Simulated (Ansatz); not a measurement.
**BN: a line through an energy map**

How does the energy of BN (P6_3mc, No. 186; 4 atoms in the cell) vary with amplitude of mode 4 (472 cm⁻¹), at strain +e along z and -e/2 along x and y = 4.67 %?

Computed with Ansatz 0.2.0 (DFT PBE, scalar-relativistic, plane waves, PAW, unless a step's input says otherwise).

11 further runs of the same task are left out: 11 set aside as unsound or not needed.

## Step 1: The starting structure

Symmetry: P6_3mc, No. 186, hexagonal system. Conventional cell: a = 2.555 Å, b = 2.555 Å, c = 4.225 Å, α = 90.00°, β = 90.00°, γ = 120.00°. B (site symmetry 3m) is surrounded by 4 N at 1.57 to 1.58 Å. Around N (site symmetry 3m) lie 4 B at 1.57 to 1.58 Å.

Coordinates:

```xyz
4
Lattice="2.5546 0.0000 0.0000 -1.2773 2.2124 0.0000 0.0000 0.0000 4.2245" Properties=species:S:1:pos:R:3 pbc="T T T"
B     1.2773    0.7375    4.2237
B     0.0000    1.4749    2.1115
N     1.2773    0.7375    2.6412
N     0.0000    1.4749    0.5289
```

It goes back to an entry of the Materials Project, which need not be the stable form.

It is the result of an earlier relaxation at this level (volume 5.97 Å³/atom; gap on the mesh: 5.23 eV).

## Step 2: What is varied

The energy is mapped over a normal mode and a strain (zone-centre modes of the cell shown) (x along [1 0 0], y along [1 2 0], z along [0 0 1] of the conventional cell).

First coordinate, amplitude of mode 4 (472 cm⁻¹), largest displacement in the unstrained cell: 11 values from −0.125 Å. Second coordinate, strain +e along z and -e/2 along x and y: 7 values from −7.00 %.

Nothing else is relaxed (the pattern is fixed in fractional coordinates). Energies count from the relaxed high-symmetry cell. Points are written as (first, second).

The modes come from a phonon run on the reference cell, made beforehand.

The patterns, per unit of each coordinate (Å):

```
atom      x1     y1     z1
  B1   0.934  0.000  0.000
  B2  -0.934  0.000  0.000
  N3  -1.000  0.000  0.000
  N4   1.000  0.000  0.000
```

## Step 3: Point (−0.125 Å, 4.67 %)

input.yaml reads:

```yaml
crystal:
  lattice:
    - [2.4949710027, 0.0, 0.0]
    - [-1.2474855014, 2.16070827, 0.0]
    - [0.0, 0.0, 4.4218359198]
  atoms:
    - { symbol: B, position: [0.6209583734, 0.3333333333, 0.9998064453] }
    - { symbol: B, position: [0.3790416266, 0.6666666667, 0.4998064453] }
    - { symbol: "N", position: [0.7155975961, 0.3333333333, 0.6251935547] }
    - { symbol: "N", position: [0.2844024039, 0.6666666667, 0.1251935547] }
basis:
  ecutwfc: 520.0
kpoints:
  mp_grid: { grid: [12, 12, 6] }
hamiltonian:
  xc: pbe
scf:
  occupations: { method: gaussian, width: 0.05 }
output:
  forces: true
  stress: true
  eigenvalues: true
```

Launch:

```sh
$ ansatz run input.yaml --threads 1 --pin off --max-ram 2048MiB --backend cpu --events-out ev --progress --plain --runs-dir out
```

Log (excerpt; [...] marks lines left out):

```text
Warning: RAYON_NUM_THREADS=1 ignored (pool sized by the plan → 1); use --threads N
[...]
Pseudopotentials: kind: paw
Pseudopotential: B, paw, valence charge 3, recommended cutoff 420 eV (normal), B.paw.azcp
Pseudopotential: N, paw, valence charge 5, recommended cutoff 420 eV (normal), N.paw.azcp
Functional definition: PBE
[...]
Crystal: 4 atoms, lattice volume = 23.838 Å³
Basis set: ecut = 520 eV, 653 PW (Γ), exchange–correlation on 40×40×72 points (8 copies of the dense FFT grid, shifted against one another)
Bands: 12, of which v1, the nominal top of the filled ones, is band 8 counted from 1 (7 counted from 0)
Symmetry: 2 space group operations
Space group: P21 (ITA 4), of the structure as read, at distance tolerance 2.9e-5 Å
k-points: 296 of 864 (time reversal used)
[...]
SCF iter   1: F=—  HF=-1084.000594 eV  |F-HF|=—  |Δ(HF+E_count)|=         —  Δρ=3.63e-3  dr2=1.52e-3  ethr=1.77e-3  ⟨swp⟩=5.7  Hψ=19520  notcnv=0
[...]
SCF iter   6: F=-1084.001202 eV  HF=-1084.001202 eV  |F-HF|=1.86e-11  |Δ(HF+E_count)|=   2.22e-9  Δρ=3.55e-7  dr2=1.22e-11  ethr=8.11e-12  ⟨swp⟩=1.2  Hψ=10664  notcnv=0
[...]
SCF converged after 6 iterations
Free energy (F): -1084.001202 eV
[...]
E sigma→0 (E₀):  -1084.001202 eV
Fermi energy:    13.664070 eV
[...]
--- Forces (eV/Å), atoms counted from 1 ---
  atom   1  B      0.92329203    -0.05093189     0.27039351
  atom   2  B     -0.92329203     0.05093189     0.27039351
  atom   3  N     -1.37620883    -0.06844755    -0.27039327
  atom   4  N      1.37620883     0.06844755    -0.27039327
[...]
--- Stress (GPa, compression-positive) ---
       20.388724       3.711500       0.000000
        3.711516      24.402819       0.000000
        0.000000       0.000000     -36.398350
  P = ⅓ Tr σ = 2.7977 GPa (27.977 kbar)
--- Band table (eV; the first three rows and the last of 296) ---
  k-point 0: bands = ["-9.1206", "-5.5947", "0.2881", "9.5981", "9.8671", "10.7997", "11.0791", "11.3044", "17.5076", "19.9843", "20.4466", "21.9046"]
[...]
```

Wall time 9.4 s (1 thread of Intel Xeon Platinum 8259CL at 2.50GHz (Skylake/Cascade Lake), shared host); peak memory 0.48 GiB.

That is 0.49 eV from the zero.

## Step 4: The run at (−0.075 Å, 4.67 %)

input.yaml reads:

```yaml
crystal:
  lattice:
    - [2.4949710027, 0.0, 0.0]
    - [-1.2474855014, 2.16070827, 0.0]
    - [0.0, 0.0, 4.4218359198]
  atoms:
    - { symbol: B, position: [0.6392416907, 0.3333333333, 0.9998064453] }
    - { symbol: B, position: [0.3607583093, 0.6666666667, 0.4998064453] }
    - { symbol: "N", position: [0.6960252243, 0.3333333333, 0.6251935547] }
    - { symbol: "N", position: [0.3039747757, 0.6666666667, 0.1251935547] }
basis:
  ecutwfc: 520.0
kpoints:
  mp_grid: { grid: [12, 12, 6] }
hamiltonian:
  xc: pbe
scf:
  occupations: { method: gaussian, width: 0.05 }
output:
  forces: true
  stress: true
  eigenvalues: true
```

Launch:

```sh
$ ansatz run input.yaml --threads 1 --pin off --max-ram 2048MiB --backend cpu --events-out ev --progress --plain --runs-dir out
```

Log (excerpt; [...] marks lines left out):

```text
Warning: RAYON_NUM_THREADS=1 ignored (pool sized by the plan → 1); use --threads N
[...]
[... 4 set-up lines as earlier in the session ...]
[...]
Crystal: 4 atoms, lattice volume = 23.838 Å³
Basis set: ecut = 520 eV, 653 PW (Γ), exchange–correlation on 40×40×72 points (8 copies of the dense FFT grid, shifted against one another)
Bands: 12, of which v1, the nominal top of the filled ones, is band 8 counted from 1 (7 counted from 0)
[... 2 set-up lines as earlier in the session ...]
k-points: 296 of 864 (time reversal used)
[...]
SCF iter   1: F=—  HF=-1084.176228 eV  |F-HF|=—  |Δ(HF+E_count)|=         —  Δρ=3.41e-3  dr2=1.30e-3  ethr=1.77e-3  ⟨swp⟩=5.6  Hψ=19386  notcnv=0
[...]
SCF iter   6: F=-1084.176856 eV  HF=-1084.176856 eV  |F-HF|=7.70e-9  |Δ(HF+E_count)|=   6.76e-7  Δρ=7.47e-6  dr2=3.42e-9  ethr=6.25e-10  ⟨swp⟩=5.0  Hψ=16645  notcnv=0
[...]
SCF converged after 6 iterations
Free energy (F): -1084.176856 eV
[...]
E sigma→0 (E₀):  -1084.176856 eV
Fermi energy:    13.740459 eV
[...]
--- Forces (eV/Å), atoms counted from 1 ---
  atom   1  B      0.56631738    -0.01867442     0.20512693
  atom   2  B     -0.56631738     0.01867442     0.20512693
  atom   3  N     -0.82527240    -0.02402253    -0.20512537
  atom   4  N      0.82527240     0.02402253    -0.20512537
[...]
--- Stress (GPa, compression-positive) ---
       22.540298       2.163485       0.000000
        2.163497      24.001986       0.000000
        0.000000       0.000000     -38.351296
  P = ⅓ Tr σ = 2.7303 GPa (27.303 kbar)
--- Band table (eV; the first three rows and the last of 296) ---
  k-point 0: bands = ["-9.1285", "-5.6084", "0.2567", "9.5969", "9.7593", "10.7050", "11.1828", "11.3169", "17.5482", "20.0719", "20.3842", "22.1749"]
[...]
```

It took 10 s on 1 thread of Intel Xeon Platinum 8259CL at 2.50GHz (Skylake/Cascade Lake), shared host; peak memory 0.47 GiB.

That is 0.32 eV from the zero.

## Step 5: Grid point (−0.050 Å, 4.67 %)

input.yaml reads:

```yaml
crystal:
  lattice:
    - [2.4949710027, 0.0, 0.0]
    - [-1.2474855014, 2.16070827, 0.0]
    - [0.0, 0.0, 4.4218359198]
  atoms:
    - { symbol: B, position: [0.6483833494, 0.3333333333, 0.9998064453] }
    - { symbol: B, position: [0.3516166506, 0.6666666667, 0.4998064453] }
    - { symbol: "N", position: [0.6862390384, 0.3333333333, 0.6251935547] }
    - { symbol: "N", position: [0.3137609616, 0.6666666667, 0.1251935547] }
basis:
  ecutwfc: 520.0
kpoints:
  mp_grid: { grid: [12, 12, 6] }
hamiltonian:
  xc: pbe
scf:
  occupations: { method: gaussian, width: 0.05 }
output:
  forces: true
  stress: true
  eigenvalues: true
```

Launch:

```sh
$ ansatz run input.yaml --threads 1 --pin off --max-ram 2048MiB --backend cpu --events-out ev --progress --plain --runs-dir out
```

Log (excerpt; [...] marks lines left out):

```text
Warning: RAYON_NUM_THREADS=1 ignored (pool sized by the plan → 1); use --threads N
[...]
[... 4 set-up lines as earlier in the session ...]
[...]
Crystal: 4 atoms, lattice volume = 23.838 Å³
Basis set: ecut = 520 eV, 653 PW (Γ), exchange–correlation on 40×40×72 points (8 copies of the dense FFT grid, shifted against one another)
Bands: 12, of which v1, the nominal top of the filled ones, is band 8 counted from 1 (7 counted from 0)
[... 2 set-up lines as earlier in the session ...]
k-points: 296 of 864 (time reversal used)
[...]
SCF iter   1: F=—  HF=-1084.231411 eV  |F-HF|=—  |Δ(HF+E_count)|=         —  Δρ=3.36e-3  dr2=1.25e-3  ethr=1.77e-3  ⟨swp⟩=5.6  Hψ=19460  notcnv=0
[...]
SCF iter   6: F=-1084.232031 eV  HF=-1084.232031 eV  |F-HF|=7.62e-9  |Δ(HF+E_count)|=   6.63e-7  Δρ=7.45e-6  dr2=3.32e-9  ethr=6.25e-10  ⟨swp⟩=5.0  Hψ=16672  notcnv=0
[...]
SCF converged after 6 iterations
Free energy (F): -1084.232031 eV
[...]
E sigma→0 (E₀):  -1084.232031 eV
Fermi energy:    13.760536 eV
[...]
--- Forces (eV/Å), atoms counted from 1 ---
  atom   1  B      0.38004584    -0.00834691     0.18573568
  atom   2  B     -0.38004584     0.00834691     0.18573568
  atom   3  N     -0.54991173    -0.01058640    -0.18573592
  atom   4  N      0.54991173     0.01058640    -0.18573592
[...]
--- Stress (GPa, compression-positive) ---
       23.218107       1.428302       0.000000
        1.428310      23.870004       0.000000
        0.000000       0.000000     -38.932490
  P = ⅓ Tr σ = 2.7185 GPa (27.185 kbar)
--- Band table (eV; the first three rows and the last of 296) ---
  k-point 0: bands = ["-9.1309", "-5.6127", "0.2467", "9.6066", "9.7151", "10.6747", "11.2239", "11.3132", "17.5610", "20.1268", "20.3431", "22.0995"]
[...]
```

Run time: 10 s. Hardware: 1 thread of Intel Xeon Platinum 8259CL at 2.50GHz (Skylake/Cascade Lake), shared host; peak memory 0.47 GiB.

That is 0.26 eV from the zero.

## Step 6: The run at (−0.025 Å, 4.67 %)

input.yaml reads:

```yaml
crystal:
  lattice:
    - [2.4949710027, 0.0, 0.0]
    - [-1.2474855014, 2.16070827, 0.0]
    - [0.0, 0.0, 4.4218359198]
  atoms:
    - { symbol: B, position: [0.657525008, 0.3333333333, 0.9998064453] }
    - { symbol: B, position: [0.342474992, 0.6666666667, 0.4998064453] }
    - { symbol: "N", position: [0.6764528525, 0.3333333333, 0.6251935547] }
    - { symbol: "N", position: [0.3235471475, 0.6666666667, 0.1251935547] }
basis:
  ecutwfc: 520.0
kpoints:
  mp_grid: { grid: [12, 12, 6] }
hamiltonian:
  xc: pbe
scf:
  occupations: { method: gaussian, width: 0.05 }
output:
  forces: true
  stress: true
  eigenvalues: true
```

Launch:

```sh
$ ansatz run input.yaml --threads 1 --pin off --max-ram 2048MiB --backend cpu --events-out ev --progress --plain --runs-dir out
```

Log (excerpt; [...] marks lines left out):

```text
Warning: RAYON_NUM_THREADS=1 ignored (pool sized by the plan → 1); use --threads N
[...]
[... 4 set-up lines as earlier in the session ...]
[...]
Crystal: 4 atoms, lattice volume = 23.838 Å³
Basis set: ecut = 520 eV, 653 PW (Γ), exchange–correlation on 40×40×72 points (8 copies of the dense FFT grid, shifted against one another)
Bands: 12, of which v1, the nominal top of the filled ones, is band 8 counted from 1 (7 counted from 0)
[... 2 set-up lines as earlier in the session ...]
k-points: 296 of 864 (time reversal used)
[...]
SCF iter   1: F=—  HF=-1084.264579 eV  |F-HF|=—  |Δ(HF+E_count)|=         —  Δρ=3.33e-3  dr2=1.21e-3  ethr=1.77e-3  ⟨swp⟩=5.6  Hψ=19401  notcnv=0
[...]
SCF iter   6: F=-1084.265195 eV  HF=-1084.265195 eV  |F-HF|=7.51e-9  |Δ(HF+E_count)|=   6.50e-7  Δρ=7.42e-6  dr2=3.25e-9  ethr=6.25e-10  ⟨swp⟩=5.0  Hψ=16673  notcnv=0
[...]
SCF converged after 6 iterations
Free energy (F): -1084.265195 eV
[...]
E sigma→0 (E₀):  -1084.265195 eV
Fermi energy:    13.768206 eV
[...]
--- Forces (eV/Å), atoms counted from 1 ---
  atom   1  B      0.19076520    -0.00209202     0.17434395
  atom   2  B     -0.19076520     0.00209202     0.17434395
  atom   3  N     -0.27485345    -0.00263193    -0.17434518
  atom   4  N      0.27485345     0.00263193    -0.17434518
[...]
--- Stress (GPa, compression-positive) ---
       23.625907       0.709844       0.000000
        0.709849      23.789219       0.000000
        0.000000       0.000000     -39.274037
  P = ⅓ Tr σ = 2.7137 GPa (27.137 kbar)
--- Band table (eV; the first three rows and the last of 296) ---
  k-point 0: bands = ["-9.1324", "-5.6154", "0.2406", "9.6233", "9.6776", "10.6564", "11.2576", "11.3022", "17.5686", "20.1845", "20.2952", "22.0521"]
[...]
```

Run time: 9.8 s. Hardware: 1 thread of Intel Xeon Platinum 8259CL at 2.50GHz (Skylake/Cascade Lake), shared host; peak memory 0.44 GiB.

Energy on the map's scale: 0.23 eV.

## Step 7: Point (0.000 Å, 4.67 %)

input.yaml reads:

```yaml
crystal:
  lattice:
    - [2.4949710027, 0.0, 0.0]
    - [-1.2474855014, 2.16070827, 0.0]
    - [0.0, 0.0, 4.4218359198]
  atoms:
    - { symbol: B, position: [0.6666666667, 0.3333333333, 0.9998064453] }
    - { symbol: B, position: [0.3333333333, 0.6666666667, 0.4998064453] }
    - { symbol: "N", position: [0.6666666667, 0.3333333333, 0.6251935547] }
    - { symbol: "N", position: [0.3333333333, 0.6666666667, 0.1251935547] }
basis:
  ecutwfc: 520.0
kpoints:
  mp_grid: { grid: [12, 12, 6] }
hamiltonian:
  xc: pbe
scf:
  occupations: { method: gaussian, width: 0.05 }
output:
  forces: true
  stress: true
  eigenvalues: true
```

Launch:

```sh
$ ansatz run input.yaml --threads 1 --pin off --max-ram 2048MiB --backend cpu --events-out ev --progress --plain --runs-dir out
```

Log (excerpt; [...] marks lines left out):

```text
Warning: RAYON_NUM_THREADS=1 ignored (pool sized by the plan → 1); use --threads N
[...]
[... 4 set-up lines as earlier in the session ...]
[...]
Crystal: 4 atoms, lattice volume = 23.838 Å³
Basis set: ecut = 520 eV, 653 PW (Γ), exchange–correlation on 40×40×72 points (8 copies of the dense FFT grid, shifted against one another)
Bands: 12, of which v1, the nominal top of the filled ones, is band 8 counted from 1 (7 counted from 0)
Symmetry: 12 space group operations
Space group: P63mc (ITA 186), of the structure as read, at distance tolerance 2.9e-5 Å
k-points: 76 of 864 (time reversal used)
[...]
SCF iter   1: F=—  HF=-1084.275640 eV  |F-HF|=—  |Δ(HF+E_count)|=         —  Δρ=3.32e-3  dr2=1.20e-3  ethr=1.77e-3  ⟨swp⟩=5.5  Hψ=4965  notcnv=0
[...]
SCF iter   6: F=-1084.276259 eV  HF=-1084.276259 eV  |F-HF|=7.43e-9  |Δ(HF+E_count)|=   6.43e-7  Δρ=7.36e-6  dr2=3.20e-9  ethr=6.25e-10  ⟨swp⟩=5.0  Hψ=4275  notcnv=0
[...]
SCF converged after 6 iterations
Free energy (F): -1084.276259 eV
[...]
E sigma→0 (E₀):  -1084.276259 eV
Fermi energy:    13.763523 eV
[...]
--- Forces (eV/Å), atoms counted from 1 ---
  atom   1  B      0.00000000     0.00000000     0.17058803
  atom   2  B     -0.00000000    -0.00000000     0.17058803
  atom   3  N     -0.00000000    -0.00000000    -0.17058929
  atom   4  N      0.00000000     0.00000000    -0.17058929
[...]
--- Stress (GPa, compression-positive) ---
       23.762020       0.000000       0.000000
        0.000000      23.762020      -0.000000
        0.000000      -0.000000     -39.386661
  P = ⅓ Tr σ = 2.7125 GPa (27.125 kbar)
--- Band table (eV; the first three rows and the last of 76) ---
  k-point 0: bands = ["-9.1330", "-5.6162", "0.2386", "9.6470", "9.6470", "10.6503", "11.2837", "11.2837", "17.5712", "20.2417", "20.2417", "22.0359"]
[...]
```

It took 2.9 s on 1 thread of Intel Xeon Platinum 8259CL at 2.50GHz (Skylake/Cascade Lake), shared host; peak memory 0.38 GiB.

That is 0.22 eV from the zero.

## Step 8: The line in numbers

| amplitude of mode 4 (472 cm⁻¹), largest displacement in the unstrained cell (Å) | step | energy (eV) | slope (eV per Å) | pressure (GPa) | band gap on the k-mesh (eV) | largest force on an atom (eV/Å) |
| --- | --- | --- | --- | --- | --- | --- |
| −0.125 | 3 | 0.49 | −4.4 | 2.798 | 4.72 | 1.40 |
| −0.100 | – | 0.40 | −3.5 | 2.754 | 4.79 | 1.13 |
| −0.075 | 4 | 0.32 | −2.6 | 2.730 | 4.85 | 0.85 |
| −0.050 | 5 | 0.26 | −1.8 | 2.719 | 4.89 | 0.58 |
| −0.025 | 6 | 0.23 | −0.9 | 2.714 | 4.93 | 0.33 |
| 0.000 | 7 | 0.22 | 0.0 | 2.712 | 4.96 | 0.17 |
| 0.025 | – | 0.23 | 0.9 | 2.714 | 4.93 | 0.33 |
| 0.050 | – | 0.26 | 1.8 | 2.719 | 4.89 | 0.58 |
| 0.075 | – | 0.32 | 2.6 | 2.730 | 4.85 | 0.85 |
| 0.100 | – | 0.40 | 3.5 | 2.754 | 4.79 | 1.13 |
| 0.125 | – | 0.49 | 4.4 | 2.798 | 4.72 | 1.40 |

Energies count from the relaxed high-symmetry cell. Rows without a step come from runs not printed here or follow by symmetry. Slopes come from the forces (and the stress, where the cell changes), not from differences of energies.

Along the line the energy is lowest at 0.000 Å, 0.22 eV from the zero. A fit to energies and slopes at the lowest point and its two neighbours puts the minimum at 0.0000 Å, with a curvature of about 35 eV per Å². The highest point computed, at −0.125 Å, lies 0.28 eV above the lowest. This is one cut through a surface in two coordinates; the map's lowest point lies off it. With the other coordinates free, the energies away from the reference would be the same or lower.

The gaps are Kohn-Sham values of a semilocal functional, not quasiparticle or optical gaps. Such gaps usually fall short of the measured ones.
